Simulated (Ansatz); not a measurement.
## Ir: two-dimensional strain map

Level of theory: Ansatz, DFT PBE, scalar-relativistic, plane waves, PAW. Cutoff 420 eV, Γ-centred 18×18×12 k-points, Gaussian smearing of 0.15 eV. Spin–orbit coupling is left out, which can shift energies with elements as heavy as these. No spin polarisation. Energies are free energies at this smearing, counted from the undisturbed cell; pressure is positive in compression.

The undisturbed cell (as given, not relaxed at this level; it stands at -1.4 GPa; this form isn't the usual structure):

```yaml
crystal:
  lattice:
    - [2.75138, 0.00000, 0.00000]
    - [-1.37569, 2.38276, 0.00000]
    - [0.00000, 0.00000, 4.46229]
  atoms:
    - { symbol: Ir, position: [0.66667, 0.33333, 0.75000] }
    - { symbol: Ir, position: [0.33333, 0.66667, 0.25000] }
```

The cell is strained by p along both x and y and by q along z, fractional coordinates fixed. Points are written (p, q).

Energy above the undisturbed cell in meV/atom (a dash: not computed):

```csv
p \ q,-0.080,-0.040,0.000,0.040,0.080
-0.080,1215.1,827.8,607.7,?,503.9
-0.040,513.5,?,123.3,101.2,151.5
0.000,201.5,42.5,0.0,42.9,142.7
0.040,141.6,79.5,108.2,?,346.8
0.080,247.2,265.2,356.4,498.3,?
```

**Question.** Fill in the withheld energies.

**Answer.** (-0.080, 0.040): 511.9; (-0.040, -0.040): 246.6; (0.040, 0.040): 204.4; (0.080, 0.080): 674.8.

Cost: 25 runs of about 5.8 core-minutes in all, on AMD EPYC (Zen 3) (shared hosts).